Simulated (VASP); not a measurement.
# N (P4_2/mnm) in VASP: further runs, part 2 of 2

VASP 6.6.1. The steps go on from the part before.

## 5. Single point, PBEsol

Contents of INCAR:

```
PREC = Accurate
ENCUT = 460
EDIFF = 1E-6
ISMEAR = 0
SIGMA = 0.05
LREAL = F
LASPH = F
NELM = 100
ALGO = Normal
ISIF = 2
LWAVE = F
LCHARG = F
GGA = PS
ADDGRID = F
```

Contents of KPOINTS:

```
regular mesh
0
Gamma
  3 3 2
```

Contents of POSCAR:

```
N
1.0
    4.0840619700      0.0000000000      0.0000000000
    0.0000000000      4.0840619700      0.0000000000
    0.0000000000      0.0000000000      5.3459132500
N
4
Direct
    0.4042752000      0.5957248000      0.5000000000
    0.0957248000      0.0957248000      0.0000000000
    0.5957248000      0.4042752000      0.5000000000
    0.9042752000      0.9042752000      0.0000000000
```

Potentials or basis: VASP PAW PBE potentials, release 64 (N).

Started as:

```sh
> cat potpaw_PBE.64/N/POTCAR > POTCAR
> mpirun -np 1 vasp_std > vasp.out
```

OUTCAR:

```text
PREC = Accurate
   ENCUT = 460
   EDIFF = 1E-6
   ISMEAR = 0
   LREAL = F
   LASPH = F
   NELM = 100
   ISIF = 2
   GGA = PS

 Found      6 irreducible k-points:

 Following reciprocal coordinates:
            Coordinates               Weight
  0.000000  0.000000  0.000000      1.000000
  0.333333  0.000000  0.000000      4.000000
  0.333333  0.333333  0.000000      4.000000
  0.000000  0.000000  0.500000      1.000000
  0.333333  0.000000  0.500000      4.000000
  0.333333  0.333333  0.500000      4.000000
   k-points           NKPTS =      6   k-points in BZ     NKDIM =      6   number of bands    NBANDS=     14
   number of dos      NEDOS =    301   number of ions     NIONS =      4
   total plane-waves  NPLWV =  36000
   dimension x,y,z NGX =    30 NGY =   30 NGZ =   40
   dimension x,y,z NGXF=    60 NGYF=   60 NGZF=   80
   ions per type =               4
   NGX,Y,Z   is equivalent  to a cutoff of  12.21, 12.21, 12.44 a.u.
   NGXF,Y,Z  is equivalent  to a cutoff of  24.42, 24.42, 24.88 a.u.
 SYSTEM =  unknown system
   PREC   = accura    normal or accurate (medium, high low for compatibility)
   ISTART =      0    job   : 0-new  1-cont  2-samecut
   ICHARG =      2    charge: 1-file 2-atom 10-const
   ISPIN  =      1    spin polarized calculation?
   LNONCOLLINEAR =      F non collinear calculations
   LSORBIT =      F    spin-orbit coupling
   LASPH  =      F    aspherical Exc in radial PAW
   ENCUT  =  460.0 eV  33.81 Ry    5.81 a.u.   7.14  7.14  9.35*2*pi/ulx,y,z
   NELM   =    100;   NELMIN=  2; NELMDL= -5     # of ELM steps
   EDIFF  = 0.1E-05   stopping-criterion for ELM
   LREAL  =      F    real-space projection
   EDIFFG = 0.1E-04   stopping-criterion for IOM
   NSW    =      0    number of steps for IOM
   IBRION =     -1    ionic relax: 0-MD 1-quasi-New 2-CG
   NFREE  =      0    steps in history (QN), initial steepest desc. (CG)
   ISIF   =      2    stress and relaxation
   ISYM   =      2    0-nonsym 1-usesym 2-fastsym
   POTIM  = 0.5000    time-step for ionic-motion
   TEBEG  =    0.0;   TEEND  =   0.0 temperature during run
   PSTRESS=    0.0 pullay stress
   NELECT =      20.0000    total number of electrons
   NUPDOWN=      -1.0000    fix difference up-down
   EMIN   =  10.00;   EMAX   =-10.00  energy-range for DOS
   EFERMI =   0.00;   METHOD = LEGACY
   ISMEAR =     0;   SIGMA  =   0.05  broadening in eV -4-tet -1-fermi 0-gaus
   EFERMI_NEDOS =   21; number of points for ismear=-14 and -15
   IALGO  =     38    algorithm
   IMIX   =      4    mixing-type and parameters
     AMIX     =   0.40;   BMIX     =  1.00
     AMIX_MAG =   1.60;   BMIX_MAG =  1.00
  volume/ion in A,a.u.               =      22.29       150.43
  Fermi-wavevector in a.u.,A,eV,Ry     =   0.994678  1.879669 13.461399  0.989385
  Thomas-Fermi vector in A             =   2.126646
   LORBIT       =      0    0 simple, 1 ext, 2 COOP (PROOUT), +10 PAW based schemes
   GGA     = PS    functional components
   LHFCALC =     F    Hartree Fock is set to
   AEXX    =    0.0000 exact exchange contribution
   IVDW    =     0    specifies the selected vdW correction
   LEPSILON=     F    determine dielectric tensor
   LRPA    =     F    only Hartree local field effects (RPA)
 non-spin polarized calculation
 Gauss-broadening in eV      SIGMA  =   0.05
  energy-cutoff  :      460.00
  volume of cell :       89.17
 maximum number of plane-waves:      2012
 NGX is ok and might be reduce to    30
   NGX = 15   NGY = 15   NGZ = 19

 number of electron      20.0000000 magnetization

 Free energy of the ion-electron system (eV)
  ---------------------------------------------------
  ext. energy  EPLUGINS =         0.00000000
  ---------------------------------------------------
  free energy    TOTEN  =       -34.09077867 eV

  energy without entropy =      -34.09077867  energy(sigma->0) =      -34.09077867

 E-fermi :  -6.0887     XC(G=0):  -6.4909

 val. band max:       -6.3960814652   @ k =   0.3333   0.3333   0.0000
 cond. band min:       0.4482596844   @ k =   0.0000   0.0000   0.0000
 fundamental gap:      6.8443411497
 Fermi energy:        -6.0887124341

 k-point     1 :       0.0000    0.0000    0.0000
  band No.  band energies     occupation
      1     -24.7736      2.00000
      2     -24.7097      2.00000
      3      -9.7082      2.00000
      4      -9.7082      2.00000
      5      -8.4705      2.00000
      6      -7.9002      2.00000
      7      -7.9002      2.00000
      8      -7.8076      2.00000
      9      -7.3615      2.00000
     10      -6.5465      2.00000
     11       0.4483      0.00000
     12       1.3229      0.00000
     13       1.6911      0.00000
     14       1.6911      0.00000

 k-point     2 :       0.3333    0.0000    0.0000
  band No.  band energies     occupation
      1     -24.7484      2.00000
      2     -24.7165      2.00000
      3      -9.8972      2.00000
      4      -9.8917      2.00000
      5      -8.2813      2.00000
      6      -8.1224      2.00000
      7      -8.0291      2.00000
      8      -7.9464      2.00000
      9      -6.8086      2.00000
     10      -6.4953      2.00000
     11       1.0926      0.00000
     12       1.5332      0.00000
     13       1.5458      0.00000
     14       1.5695      0.00000

 k-point     3 :       0.3333    0.3333    0.0000
  band No.  band energies     occupation
      1     -24.7318      2.00000
      2     -24.7158      2.00000
      3     -10.0382      2.00000
      4     -10.0206      2.00000
      5      -8.2349      2.00000
      6      -8.1695      2.00000
      7      -8.1647      2.00000
      8      -7.9951      2.00000
      9      -6.5344      2.00000
     10      -6.3961      2.00000
     11       1.3591      0.00000
     12       1.3746      0.00000
     13       1.7097      0.00000
     14       1.9868      0.00000

 k-point     4 :       0.0000    0.0000    0.5000
  band No.  band energies     occupation
      1     -24.7412      2.00000
      2     -24.7412      2.00000
      3      -9.6976      2.00000
      4      -9.6976      2.00000
      5      -8.2925      2.00000
      6      -8.2925      2.00000
      7      -7.9146      2.00000
      8      -7.9146      2.00000
      9      -6.7958      2.00000
     10      -6.7958      2.00000
     11       0.8620      0.00000
     12       0.8620      0.00000
     13       1.6816      0.00000
     14       1.6816      0.00000

 k-point     5 :       0.3333    0.0000    0.5000
  band No.  band energies     occupation
      1     -24.7323      2.00000
      2     -24.7323      2.00000
      3      -9.9122      2.00000
      4      -9.9122      2.00000
      5      -8.2485      2.00000
      6      -8.2485      2.00000
      7      -7.9129      2.00000
      8      -7.9129      2.00000
      9      -6.6680      2.00000
     10      -6.6680      2.00000
     11       1.1184      0.00000
     12       1.1184      0.00000
     13       1.6846      0.00000
     14       1.6846      0.00000

 k-point     6 :       0.3333    0.3333    0.5000
  band No.  band energies     occupation
      1     -24.7233      2.00000
      2     -24.7231      2.00000
      3     -10.0386      2.00000
      4      -9.9957      2.00000
      5      -8.3894      2.00000
      6      -8.2083      2.00000
      7      -8.0684      2.00000
      8      -7.9632      2.00000
      9      -6.4695      2.00000
     10      -6.4466      2.00000
     11       1.2603      0.00000
     12       1.3135      0.00000
     13       1.8576      0.00000
     14       1.9787      0.00000

------------------------ aborting loop because EDIFF is reached ----------------------------------------

  FORCE on cell =-STRESS in cart. coord.  units (eV):
  Direction    XX          YY          ZZ          XY          YZ          ZX
  --------------------------------------------------------------------------------------
  -------------------------------------------------------------------------------------
  Total        0.8311993      0.8311993     -0.3273523      0.0000000      0.0000000      0.0000000
  in kB       14.9351372     14.9351372     -5.8819234      0.0000000      0.0000000      0.0000000
  external PRESSURE =       7.9961170 kB  Pullay stress =       0.0000000 kB

 VOLUME and BASIS-vectors are now :
 -----------------------------------------------------------------------------
  energy-cutoff  :      460.00
  volume of cell :       89.17
      direct lattice vectors                 reciprocal lattice vectors
     4.084061970  0.000000000  0.000000000     0.244854267  0.000000000  0.000000000
     0.000000000  4.084061970  0.000000000     0.000000000  0.244854267  0.000000000
     0.000000000  0.000000000  5.345913250     0.000000000  0.000000000  0.187058778

 POSITION                                       TOTAL-FORCE (eV/Angst)
 -----------------------------------------------------------------------------------
      1.65108      2.43298      2.67296        -0.758288      0.758288      0.000000
      0.39095      0.39095      0.00000         0.758288      0.758288      0.000000
      2.43298      1.65108      2.67296         0.758288     -0.758288      0.000000
      3.69312      3.69312      0.00000        -0.758288     -0.758288      0.000000
 -----------------------------------------------------------------------------------
    total drift:                               -0.000000     -0.000000      0.000000

  FREE ENERGIE OF THE ION-ELECTRON SYSTEM (eV)
  ---------------------------------------------------
  free  energy   TOTEN  =       -34.0907786707 eV

  energy  without entropy=      -34.0907786707  energy(sigma->0) =      -34.09077867
```

OSZICAR:

```text
N       E                     dE             d eps       ncg     rms          rms(c)
DAV:   1     0.107995071014E+03    0.10800E+03   -0.83680E+03   168   0.108E+03
DAV:   2    -0.256186871472E+02   -0.13361E+03   -0.13056E+03   222   0.250E+02
DAV:   3    -0.355978178563E+02   -0.99791E+01   -0.99274E+01   204   0.789E+01
DAV:   4    -0.356892197852E+02   -0.91402E-01   -0.91372E-01   198   0.912E+00
DAV:   5    -0.356902918943E+02   -0.10721E-02   -0.10721E-02   204   0.893E-01    0.112E+01
DAV:   6    -0.344032547236E+02    0.12870E+01   -0.18119E+00   168   0.102E+01    0.646E+00
DAV:   7    -0.340962943440E+02    0.30696E+00   -0.11933E+00   192   0.848E+00    0.172E+00
DAV:   8    -0.340909125957E+02    0.53817E-02   -0.10231E-01   168   0.251E+00    0.284E-01
DAV:   9    -0.340905826954E+02    0.32990E-03   -0.46527E-03   174   0.542E-01    0.129E-01
DAV:  10    -0.340907972896E+02   -0.21459E-03   -0.63774E-04   204   0.220E-01    0.540E-02
DAV:  11    -0.340907768047E+02    0.20485E-04   -0.51357E-05   180   0.686E-02    0.569E-03
DAV:  12    -0.340907782294E+02   -0.14247E-05   -0.74010E-06   180   0.237E-02    0.928E-03
DAV:  13    -0.340907786707E+02   -0.44131E-06   -0.36285E-07    84   0.621E-03
   1 F= -.34090779E+02 E0= -.34090779E+02  d E =-.242700E-18
```

Wall time 5.6 s (1 thread of Intel Xeon Platinum 8259CL at 2.50GHz (Skylake/Cascade Lake), shared host); peak memory 0.16 GiB.

The run converged, but some of its settings lie outside the range that counts as converged, so its numbers aren't taken as properties of the crystal.

Results:

```yaml
Free_energy: -34.0908 eV
Pressure: 0.8 GPa
Largest_force: 1.072 eV/Å
Band_gap_on_the_k_mesh: 6.84 eV, indirect (least direct gap 6.99 eV)
```

Caveat: the k mesh is coarse (spacing up to 0.59 Å⁻¹), so the values aren't converged; the cutoff is under 1.25 times the usual one of these potentials, so pressure, stress and relaxed cells hold a basis-set (Pulay) error; the standard files for N, O and F lose accuracy on very short bonds; the PAW data sets were made with another functional, which shifts forces and pressure a little; an odd mesh through Γ misses points on the zone boundary, where band edges often lie.

## 6. For comparison

An earlier run on the cell as given: functional PBE; potentials or basis VASP PAW PBE potentials, release 64 (N); cutoff 520 eV; k mesh 7 × 7 × 5; occupations fermi-dirac, width 0.05 eV; no spin polarisation.

* Pressure: 1.8 GPa
* Largest force: 1.072 eV/Å
* Band gap on the k mesh: 6.90 eV, indirect (least direct gap 7.08 eV)
